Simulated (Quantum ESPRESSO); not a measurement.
## ZrN under changes of volume

One of the cells (12.167 Å³/atom); the others are scaled copies at fixed shape and fractional positions:

```
Zr N
1.0
     0.00000    2.30000    2.30000
     2.30000    0.00000    2.30000
     2.30000    2.30000    0.00000
Zr N
1 1
Direct
  0.50000 0.50000 0.50000
  0.00000 0.00000 0.00000
```

* Program: Quantum ESPRESSO 7.5
* Functional: rev-vdW-DF2
* Potentials or basis: PseudoDojo 0.4.1 SR PBE standard
* Cutoff: 1143 eV
* Density cutoff: 4572 eV
* k mesh: 10 × 10 × 10
* Occupations: fermi-dirac, width 0.05 eV
* Spin: no spin polarisation

```csv
volume (Å³/atom),energy over the lowest point (meV/atom),pressure (GPa)
11.437,?,?
11.680,7.35,7.8
11.924,0.00,2.0
12.167,0.89,-3.1
12.410,9.18,-7.7
12.654,24.12,-11.9
12.897,45.03,-15.6
```

Problem. What does the run at 11.437 Å³/atom give?

Solution. Energy over the lowest point 23.89 meV/atom; pressure 14.1 GPa.

Worked out: A Birch-Murnaghan fit of order 3 (a polynomial in V^(-2/3)) to the other rows has its minimum at 12.02 Å³/atom with B0 = V·E''(V) = 256 GPa and B' = 4.2. It gives 23.80 meV/atom at 11.437 Å³/atom, against the run's 23.89, and -dE/dV = 14.1 GPa, against 14.1.

Energies are extrapolated to zero smearing.

Caveats: the potentials were made for another functional, which shifts forces and pressure.
